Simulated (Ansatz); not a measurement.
**Random wurtzite alloy of AlN and GaN (72 atoms): geometry optimisation**

Aim: bring random wurtzite alloy of AlN and GaN (72 atoms) to a nearby minimum of the energy and see what moves.

Calculated with Ansatz 0.2.0; Kohn-Sham DFT, PBE, PAW (set soft_2), plane waves.

Report form: the programs' logs are mostly left out.

**1. Set-up**

The cell holds 72 atoms: 32 Al, 36 N and 4 Ga. Cell: a = 9.362 Å, b = 9.362 Å, c = 10.009 Å, α = 90.0°, β = 90.0°, γ = 120.0°. It derives from AlN (wurtzite) and GaN, repeated 3×3×2. Wurtzite AlN, 3 x 3 x 2 conventional cells, 4 of 36 Al sites given to Ga at random (x = 0.111), lattice by Vegard's rule (a = 3.121 Å, c = 5.005 Å); not relaxed, displaced by a Gaussian of 0.02 Å.

Before any run, some limits are plain. The host structure and its lattice constant were typed by rule, without a check against the phase diagram. Only the Γ point is sampled, in a cell whose shortest periodic width is 8 Å.

**2. Single point at the start**

The forces at the start show how far the geometry lies from a minimum of this functional.

The input, input.yaml:

```yaml
crystal:
  lattice:
    - [9.3618, 0.0, 0.0]
    - [-4.6809, 8.10756, 0.0]
    - [0.0, 0.0, 10.0092]
  atoms:
    - { symbol: Al, position: [0.00177, 0.00213, 0.00108] }
    - { symbol: "N", position: [0.11097, 0.22513, 0.05968] }
    - { symbol: Al, position: [0.11106, 0.22216, 0.24809] }
    - { symbol: "N", position: [0.99673, 0.00159, 0.30812] }
    [... 62 atom lines left out ...]
    - { symbol: Ga, position: [0.77631, 0.88643, 0.24941] }
    - { symbol: "N", position: [0.66816, 0.66563, 0.30907] }
    - { symbol: Al, position: [0.66676, 0.66085, 0.50291] }
    - { symbol: "N", position: [0.78009, 0.88808, 0.55549] }
    - { symbol: Al, position: [0.77718, 0.88966, 0.74872] }
    - { symbol: "N", position: [0.66418, 0.66568, 0.80934] }
kpoints:
  mp_grid: { grid: [1, 1, 1] }
hamiltonian:
  xc: pbe
scf:
  occupations: { method: fixed }
output:
  forces: true
  stress: true
  populations: true
  dos:
    method: { smearing: { sigma: 0.08 } }
    de: 0.1
    projected: { site_lists: { Al: [Al], Ga: [Ga], "N": ["N"] } }
  eigenvalues: true
```

Launch:

```
ansatz run input.yaml --threads 4 --pin off --max-ram 8192MiB --backend cpu --events-out ev --progress --plain --runs-dir out
```

Wall time 8.6 s (4 threads of Arm Neoverse V1, shared host); peak memory 0.9 GiB.

Read from the output:

| Quantity | Value |
| --- | --- |
| free energy | -46242.6152 eV |
| free energy per atom | -642.2585 eV/atom |
| SCF cycles | 8 |
| pressure | 4.597 GPa |
| r.m.s. force component | 0.5441 eV/Å |
| longest force | 2.05 eV/Å |
| Fermi energy | 7.564 eV |
| gap (highest filled to lowest empty level) | 3.837 eV |
| spilling of the projection | 0.006833 |

The r.m.s. force component of 0.54 eV/Å and the pressure of 4.6 GPa set the starting point.

Length of the force by element:

| element | coordination | atoms | mean length of the force (eV/Å) | spread | least | most |
| --- | --- | --- | --- | --- | --- | --- |
| Al | all | 32 | 0.715 | 0.351 | 0.150 | 1.67 |
| Ga | all | 4 | 0.647 | 0.323 | 0.235 | 1.04 |
| N | all | 36 | 0.953 | 0.498 | 0.231 | 2.05 |

**3. Cell and atoms relaxed**

Cell and atoms are freed together, to release stress as well as forces.

input.yaml, the sections that differ from step 2:

```yaml
output:
  forces: true
relax:
  f_tol: 0.05
  max_steps: 200
  cell: {}
# crystal, kpoints, hamiltonian, scf: as in step 2
```

It took 27 s on 4 threads; peak memory 0.87 GiB; 1.7 min of CPU time.

The steps of the relaxation:

| step | energy less that of the first step (eV) | largest force component (eV/Å) | pressure (GPa) | volume (Å³) |
| --- | --- | --- | --- | --- |
| 1 | 0.0000 | 1.8734 | 4.60 | 759.71 |
| 2 | -1.1046 | 0.9048 | 1.88 | 768.13 |
| 3 | -1.4653 | 0.0640 | 0.05 | 774.40 |
| 4 | -1.4665 | 0.0054 | 0.01 | 774.58 |
| 5* | -1.5151 | 0.0055 | 0.12 | 774.58 |
| 6 | -1.5138 | 0.0013 | 0.00 | 775.05 |
| 7* | -1.5149 | 0.0013 | 0.00 | 775.05 |

Relaxation steps marked * repeat the geometry before them on a plane-wave basis chosen anew for their cell, so energy and pressure can jump there.

| cell as run | before | after | change |
| --- | --- | --- | --- |
| a (Å) | 9.362 | 9.445 | +0.9 % |
| b (Å) | 9.362 | 9.445 | +0.9 % |
| c (Å) | 10.009 | 10.032 | +0.2 % |
| volume (Å³/atom) | 10.55 | 10.76 | +2.0 % |

The atoms that moved most (Å, as changes of fractional coordinates times the final cell):

| atom | dx | dy | dz | length |
| --- | --- | --- | --- | --- |
| N66 | 0.037 | -0.081 | -0.044 | 0.099 |
| N46 | 0.023 | 0.007 | -0.094 | 0.097 |
| N4 | 0.079 | 0.019 | 0.033 | 0.088 |
| N52 | -0.061 | 0.046 | -0.013 | 0.077 |
| N12 | 0.020 | -0.004 | -0.075 | 0.077 |
| N6 | 0.064 | -0.032 | 0.020 | 0.074 |
| Al55 | -0.055 | 0.035 | -0.033 | 0.073 |
| N48 | -0.019 | -0.064 | 0.030 | 0.073 |

The relaxation changed the energy by -21.0 meV/atom, and atoms moved by 0.045 Å r.m.s., 0.099 Å at most.

**4. Distances and neighbours after relaxation**

Bonds before and after, by the cutoffs listed below:

| pair | bonds before | bonds after | mean before (Å) | mean after (Å) | spread before (Å) | spread after (Å) |
| --- | --- | --- | --- | --- | --- | --- |
| N-Al | 128 | 128 | 1.901 | 1.907 | 0.026 | 0.007 |
| N-Ga | 16 | 16 | 1.897 | 1.962 | 0.024 | 0.005 |

Density 3.53 g/cm³, 10.76 Å³ an atom.

Pair distribution functions g(r), in bins of 0.2 Å:

| r (Å) | total | N-N | N-Al | N-Ga | Al-Al | Al-Ga | Ga-Ga |
| --- | --- | --- | --- | --- | --- | --- | --- |
| 1.80 | 0.78 | 0.00 | 1.75 | 0.00 | 0.00 | 0.00 | 0.00 |
| 2.00 | 3.86 | 0.00 | 7.60 | 8.80 | 0.00 | 0.00 | 0.00 |
| 2.20 | 0.00 | 0.00 | 0.00 | 0.00 | 0.00 | 0.00 | 0.00 |
| 2.40 | 0.00 | 0.00 | 0.00 | 0.00 | 0.00 | 0.00 | 0.00 |
| 2.60 | 0.00 | 0.00 | 0.00 | 0.00 | 0.00 | 0.00 | 0.00 |
| 2.80 | 0.00 | 0.00 | 0.00 | 0.00 | 0.00 | 0.00 | 0.00 |
| 3.00 | 2.09 | 3.73 | 0.68 | 0.23 | 3.88 | 1.53 | 0.00 |
| 3.20 | 3.64 | 6.84 | 0.22 | 0.66 | 6.65 | 9.25 | 7.90 |
| 3.40 | 0.00 | 0.00 | 0.00 | 0.00 | 0.00 | 0.00 | 0.00 |
| 3.60 | 2.25 | 0.00 | 4.38 | 5.40 | 0.00 | 0.00 | 0.00 |
| 3.80 | 0.60 | 0.00 | 1.31 | 0.31 | 0.00 | 0.00 | 0.00 |
| 4.00 | 0.00 | 0.00 | 0.00 | 0.00 | 0.00 | 0.00 | 0.00 |
| 4.20 | 0.00 | 0.00 | 0.00 | 0.00 | 0.00 | 0.00 | 0.00 |
| 4.40 | 2.63 | 2.63 | 2.63 | 2.63 | 2.62 | 2.71 | 1.97 |
| 4.60 | 0.00 | 0.00 | 0.00 | 0.00 | 0.00 | 0.00 | 0.00 |
| 4.80 | 1.62 | 0.00 | 3.23 | 3.31 | 0.00 | 0.00 | 0.00 |
| 5.00 | 0.38 | 0.66 | 0.09 | 0.00 | 0.67 | 0.76 | 0.00 |
| 5.20 | 0.00 | 0.02 | 0.00 | 0.00 | 0.00 | 0.00 | 0.00 |
| 5.40 | 2.58 | 5.09 | 0.00 | 0.00 | 5.19 | 5.53 | 2.62 |
| 5.60 | 0.06 | 0.12 | 0.07 | 0.00 | 0.00 | 0.00 | 0.00 |
| 5.80 | 1.51 | 0.47 | 2.75 | 2.77 | 0.02 | 0.21 | 0.00 |
| 6.00 | 1.46 | 2.46 | 0.24 | 0.30 | 2.93 | 2.54 | 4.38 |
| 6.20 | 1.00 | 0.78 | 1.21 | 1.15 | 0.70 | 1.28 | 0.00 |
| 6.40 | 0.35 | 0.53 | 0.16 | 0.36 | 0.57 | 0.18 | 0.00 |
| 6.60 | 1.99 | 0.00 | 4.00 | 3.77 | 0.00 | 0.00 | 0.00 |
| 6.80 | 0.06 | 0.00 | 0.10 | 0.23 | 0.00 | 0.00 | 0.00 |
| 7.00 | 1.64 | 2.09 | 1.20 | 1.18 | 2.08 | 2.15 | 1.56 |
| 7.20 | 0.17 | 0.00 | 0.34 | 0.40 | 0.00 | 0.00 | 0.00 |

Bonds by pair of elements; cutoffs follow the first minimum of g(r), held within bounds set by covalent radii, and pairs that aren't listed don't count as bonded:

| pair A-B | cutoff (Å) | bonds | mean length (Å) | spread (Å) | shortest (Å) | B about A | A about B |
| --- | --- | --- | --- | --- | --- | --- | --- |
| N-Al | 2.33 | 128 | 1.91 | 0.007 | 1.89 | 3.56 | 4 |
| N-Ga | 2.38 | 16 | 1.96 | 0.005 | 1.95 | 0.444 | 4 |

How many atoms have how many bonded neighbours:

| element | mean | 4 |
| --- | --- | --- |
| Al | 4 | 32 |
| Ga | 4 | 4 |
| N | 4 | 36 |

Bond angles, per cent of each kind in bins of 5°:

| angle (°) | N-Al-N | Al-N-Al | Al-N-Ga | N-Ga-N |
| --- | --- | --- | --- | --- |
| 105–110 | 59.9 | 50.0 | 84.1 | 50.0 |
| 110–115 | 40.1 | 50.0 | 15.9 | 50.0 |

Bond angles (no mean is given where the spread exceeds 20°):

| angle | count | mean (°) | spread (°) |
| --- | --- | --- | --- |
| N-Al-N | 192 | 109 | 1.8 |
| Al-N-Al | 170 | 110 | 1.8 |
| Al-N-Ga | 44 | 108 | 1.6 |
| N-Ga-N | 24 | 110 | 1.6 |
| Ga-N-Ga | 2 | 105 | 0.1 |

Rings of the network by King's shortest-path rule, up to 12 atoms, one path for each pair of neighbours; H, halogens, alkali and alkaline-earth atoms are left out, and the last column divides by all other atoms, bonded or not:

| ring size (atoms) | rings | per network atom |
| --- | --- | --- |
| 6 | 140 | 1.94 |

First main peaks of g(r), for some of the pairs, lie near 3.12 Å (N-N), 1.92 Å (N-Al), 1.98 Å (N-Ga), 3.12 Å (Al-Al) and 3.14 Å (Al-Ga). Counting bonds as in the table, all Al atoms have 4, all Ga atoms have 4 and all N atoms have 4 bonded neighbours. The N-Al-N angle averages 109° with a spread of 1.8°. All rings counted have 6 atoms.

**5. Single point at the relaxed geometry**

The electronic structure is read at the final geometry, in a run of its own.

The input, input.yaml:

```yaml
crystal:
  lattice:
    - [9.44466, -0.00014, -4.0e-05]
    - [-4.72246, 8.17978, -0.00042]
    - [-5.0e-05, -0.00055, 10.03245]
  atoms:
    - { symbol: Al, position: [0.00177, 0.00069, 0.99914] }
    - { symbol: "N", position: [0.11139, 0.22246, 0.05773] }
    - { symbol: Al, position: [0.11254, 0.22306, 0.24925] }
    - { symbol: "N", position: [0.00625, 0.00388, 0.3114] }
    [... 62 atom lines left out ...]
    - { symbol: Ga, position: [0.77839, 0.88902, 0.25051] }
    - { symbol: "N", position: [0.66373, 0.66111, 0.31151] }
    - { symbol: Al, position: [0.66641, 0.66641, 0.50185] }
    - { symbol: "N", position: [0.77815, 0.88932, 0.5579] }
    - { symbol: Al, position: [0.77911, 0.88878, 0.74929] }
    - { symbol: "N", position: [0.66652, 0.6668, 0.80776] }
kpoints:
  mp_grid: { grid: [1, 1, 1] }
hamiltonian:
  xc: pbe
scf:
  occupations: { method: fixed }
output:
  forces: true
  stress: true
  populations: true
  dos:
    method: { smearing: { sigma: 0.15 } }
    de: 0.1
    projected: { site_lists: { Al: [Al], Ga: [Ga], "N": ["N"] } }
  eigenvalues: true
  write_density: true
  write_potential: true
  volumetric_format: npy
```

Run time: 8.7 s. Hardware: 4 threads; peak memory 0.91 GiB.

Numbers from this run:

```yaml
free_energy: -46244.1301 eV
free_energy_per_atom: -642.2796 eV/atom
scf_cycles: 8
pressure: 0.001847 GPa
r_m_s_force_component: 0.00072 eV/Å
longest_force: 0.00222 eV/Å
fermi_energy: 7.349 eV
spacing_of_highest_filled_and_lowest_empty_level: 3.638 eV
spilling_of_the_projection: 0.006776
```

Löwdin charges by element (they lack the spilled electrons, 0.031 e an atom on average):

| element | coordination | atoms | mean charge (e) | spread | least | most |
| --- | --- | --- | --- | --- | --- | --- |
| Al | all | 32 | 1.11 | 0.0044 | 1.10 | 1.12 |
| Ga | all | 4 | 0.753 | 0.0038 | 0.748 | 0.758 |
| N | all | 36 | -1.01 | 0.0406 | -1.04 | -0.901 |

Charge against the make-up of the first shell:

| Ga neighbours of N | atoms | mean charge (e) |
| --- | --- | --- |
| 0 | 22 | -1.04 |
| 1 | 12 | -0.969 |
| 2 | 2 | -0.902 |

Density of states as counts of states in windows of 1 eV (from the Fermi level), total and the larger projections:

| from (eV) | to (eV) | total | N p | Al p | Al s |
| --- | --- | --- | --- | --- | --- |
| -10 | -7 | 0.0 | 0.0 | 0.0 | 0.0 |
| -7 | -6 | 1.7 | 0.9 | 0.4 | 0.2 |
| -6 | -5 | 9.9 | 5.8 | 0.8 | 0.8 |
| -5 | -4 | 54.1 | 34.5 | 8.5 | 7.3 |
| -4 | -3 | 28.4 | 19.4 | 3.5 | 2.8 |
| -3 | -2 | 16.3 | 12.8 | 2.6 | 0.3 |
| -2 | -1 | 60.6 | 50.5 | 7.4 | 0.5 |
| -1 | 0 | 43.9 | 39.8 | 2.4 | 0.2 |
| 0 | 1 | 1.2 | 1.1 | 0.0 | 0.0 |
| 1 | 3 | 0.0 | 0.0 | 0.0 | 0.0 |
| 3 | 4 | 2.0 | 0.0 | 0.0 | 0.8 |
| 4 | 5 | 1.7 | 0.1 | 0.9 | 0.0 |

With fixed occupations the program's Fermi level is the highest filled level; weight inside the gap is the broadening of levels at its edges.

Between -16 and -10 eV lie 112 more states.

The levels nearest the highest filled one (over half full), pooled over k-points and spins:

| level less the highest filled one (eV) | occupation |
| --- | --- |
| -0.575 | 2 |
| -0.546 | 2 |
| -0.520 | 2 |
| -0.246 | 2 |
| -0.239 | 2 |
| 0 | 2 |
| 3.64 | 0 |
| 5.00 | 0 |
| 5.01 | 0 |
| 5.36 | 0 |
| 5.38 | 0 |
| 5.42 | 0 |

Electrostatic potential energy in the ac plane at fractional y = 0.000, with atoms of Al and N and Ga within 0.2 Å of it. With pseudopotentials it is smooth inside the atoms' cores, unlike the true potential.

Ten even steps from '_' (-41 eV) to '@' (11 eV), each cell a mean:
```
%%**##@@@@@@##**####**%%@@@@@@**++++++**%%@@@@%%**##
**##%%@@@@@@@@##****##@@@@@@@@%%**++**%%@@@@@@@@%%**
##%%@@@@@@@@@@%%####@@@@@@@@@@@@%%##%%@@@@@@@@@@@@%%
..==@@@@@@@@@@==....##@@@@@@@@@@++..--%%@@@@@@@@##::
__::%%@@%%%%%%::____++@@%%%%@@%%::____**@@%%%%@@**__
::**%%%%##%%@@**--==%%%%####%%%%++::--%%%%####%%%%==
@@@@@@%%##%%@@@@@@@@@@@@%%##%%@@@@%%@@@@%%%%%%%%@@@@
@@@@@@@@@@@@@@@@@@@@@@@@@@@@@@@@@@@@@@@@@@@@@@@@@@@@
@@@@@@@@@@@@@@@@@@@@@@@@@@@@@@@@@@@@@@@@@@@@@@@@@@@@
##%%@@@@@@@@@@%%####%%@@@@@@@@@@%%####@@@@@@@@@@%%##
****##@@@@@@%%********%%@@@@@@##******##@@@@@@%%##**
%%####@@@@@@##**%%%%**##@@@@%%**##%%##**%%@@@@%%**%%
##**##@@@@@@##**####**%%@@@@@@##**%%##**%%@@@@%%**##
**##%%@@@@@@%%##****##@@@@@@@@%%##**##%%@@@@@@@@%%##
##%%@@@@@@@@@@@@####@@@@@@@@@@@@%%##%%@@@@@@@@@@@@%%
__--%%@@@@@@@@++....**@@@@@@@@%%--__--%%@@@@@@@@%%::
__..##@@%%%%%%--____==@@%%%%@@##..____##@@%%%%@@**__
--**%%%%##%%@@##----##%%####%%%%++--++%%%%####%%%%++
@@@@@@%%##%%@@@@@@@@@@@@%%##%%@@@@@@@@@@%%##%%%%@@@@
@@@@@@@@@@@@@@@@@@@@@@@@@@@@@@@@@@@@@@@@@@@@@@@@@@@@
@@@@@@@@@@@@@@@@@@@@@@@@@@@@@@@@@@@@@@@@@@@@@@@@@@@@
##%%@@@@@@@@@@%%####%%@@@@@@@@@@%%##%%@@@@@@@@@@@@##
****##@@@@@@%%********%%@@@@@@##++++++##@@@@@@@@##**
%%####@@@@@@##**%%%%**##@@@@%%**++++++++%%@@@@%%**%%
```
Columns run along a (9.4 Å; values clipped at the 3rd and 97th percentile), rows up along c (10.0 Å). Atoms in or near the plane, at fractional coordinates: Al at (0.00, 0.00), N at (0.01, 0.31), Al at (0.00, 0.50), N at (0.00, 0.81), Al at (0.33, 0.00), N at (0.33, 0.31), Al at (0.33, 0.50), N at (0.33, 0.81), Ga at (0.67, 0.00), N at (0.66, 0.31), Al at (0.67, 0.50), N at (0.67, 0.80).

Valence density in the ac plane at fractional y = 0.000, with atoms of Al and N and Ga within 0.2 Å of it. It is the smooth field of the valence electrons, not physical close to the nuclei.

Values in e/Å³, 13 rows by 16 columns, each cell a mean:
```
 0  0  0  0  0  0  0  0  0  1  8  4  0  0  0  0
 1  0  0  0  1  2  1  0  0  0  1  1  0  0  0  1
 3  1  0  0  2  3  1  0  0  1  3  3  1  0  1  2
 1  0  0  0  0  1  0  0  0  0  1  1  0  0  0  1
 0  0  0  0  0  0  0  0  0  0  0  0  0  0  0  0
 0  0  0  0  0  0  0  0  0  0  0  0  0  0  0  0
 0  0  0  0  0  0  0  0  0  0  0  0  0  0  0  0
 1  0  0  0  0  1  0  0  0  0  1  0  0  0  0  0
 3  1  0  0  1  3  1  0  0  1  3  2  0  0  0  2
 2  1  0  0  1  2  1  0  0  1  2  1  0  0  0  1
 0  0  0  0  0  0  0  0  0  0  0  0  0  0  0  0
 0  0  0  0  0  0  0  0  0  0  0  0  0  0  0  0
 0  0  0  0  0  0  0  0  0  1 16  7  0  0  0  0
```
Columns run along a (9.4 Å), rows up along c (10.0 Å). Atoms in or near the plane, at fractional coordinates: Al at (0.00, 0.00), N at (0.01, 0.31), Al at (0.00, 0.50), N at (0.00, 0.81), Al at (0.33, 0.00), N at (0.33, 0.31), Al at (0.33, 0.50), N at (0.33, 0.81), Ga at (0.67, 0.00), N at (0.66, 0.31), Al at (0.67, 0.50), N at (0.67, 0.80).

Mean Löwdin charges: Al +1.11, Ga +0.75, N -1.01 e (they miss 0.68 % of the electrons, so they add up to more than the cell's charge). The charge on N changes by +0.068 e for each Ga neighbour that takes the place of another kind, on average.

Local excerpt of 8 atoms (numbers count through the whole input) about Ga47, one of the 4 Ga atoms; x, y, z are measured from there.

| atom | x | y | z | distance (Å) | bonds | Löwdin charge (e) |
| --- | --- | --- | --- | --- | --- | --- |
| Ga47 | 0.00 | 0.00 | 0.00 | 0.00 | 4 | 0.75 |
| N56 | 1.62 | 0.94 | 0.56 | 1.95 | 4 | -0.90 |
| N48 | 0.01 | -1.85 | 0.64 | 1.96 | 4 | -0.97 |
| N32 | -1.60 | 0.94 | 0.63 | 1.96 | 4 | -0.97 |
| N46 | 0.01 | 0.00 | -1.97 | 1.97 | 4 | -0.97 |
| Al45 | 0.01 | -1.82 | -2.50 | 3.09 | 4 | 1.11 |
| Al53 | 1.59 | 0.92 | -2.48 | 3.09 | 4 | 1.12 |
| Al29 | -1.57 | 0.92 | -2.49 | 3.09 | 4 | 1.11 |

The column of bonds counts only the pairs N-Al within 2.33 Å, N-Ga within 2.38 Å; other neighbours, such as metal atoms beside each other in a compound, aren't counted, and periodic images can show an atom twice.

**6. A run with a doubtful setting**

A doubtful change is made on purpose, to see how the program answers.

The input, input.yaml:

```yaml
crystal:
  lattice:
    - [9.3618, 0.0, 0.0]
    - [-4.6809, 8.10756, 0.0]
    - [0.0, 0.0, 10.0092]
  atoms:
    [... the 72 atom lines of step 2 ...]
kpoints:
  Mp_grid: { grid: [1, 1, 1] }
hamiltonian:
  xc: pbe
scf:
  occupations: { method: fixed }
  max_iter: 60
output:
  forces: true
```

The job ended after 0.03 s (4 threads; peak memory 0.021 GiB).

The program refused the input before any cycle.

The program's message: “Error: YAML parse error: error: line 80 column 3: unknown field `Mp_grid`, expected one of mp_grid, list, band_path, initial_grid, further_shifts”

The fault in the input: a misspelt key (kpoints.mp_grid = "Mp_grid"). The fix is to spell the key as the program knows it.

**7. What came out**

```yaml
energy_change_in_the_relaxation: -21.04 meV/atom
r_m_s_displacement: 0.045 Å
largest_displacement: 0.099 Å
free_energy_per_atom: -642.2796 eV/atom
density: 3.528 g/cm³
pressure: 0.001847 GPa
r_m_s_force_component: 0.00072 eV/Å
spacing_of_highest_filled_and_lowest_empty_level: 3.638 eV
wall_time_of_the_3_dft_runs: 44 s
```

Relaxation lowers the energy by 21.0 meV/atom and moves atoms by 0.045 Å r.m.s.; the r.m.s. force component goes from 0.54 to 7.2e-4 eV/Å, the pressure goes from 4.6 to 0.0018 GPa, and the gap from 3.84 to 3.64 eV. Displacements are taken in the final cell, so they leave out its strain. By the final cutoffs no bond was broken or made. The cell grew by 2.0 % in volume. From the first step to the last the energy fell by 1.515 eV, across changes of basis, and the largest move was 0.10 Å (N66, with 1 other atom within 2 % of it). The N-Ga bonds change most in mean length: from 1.897 Å (spread 0.024) to 1.962 Å (spread 0.005). Counting bonds as in the table, all Al atoms have 4, all Ga atoms have 4 and all N atoms have 4 bonded neighbours. Between filled and empty levels lie 3.64 eV at Γ alone; the mesh holds the band edges only if they fold onto it, so the gap at this level can be narrower or closed, while semilocal functionals tend to narrow gaps against experiment.

[Logs are printed without paths, hosts, clocks, repeated set-up lines and the standing remarks that a program may print on its own settings, such as how far it seeks lower states.]

[Hosts, paths, dates, database ids (printed as entryN), source tags and the programs' standing remarks are cut or masked in the printed files.]
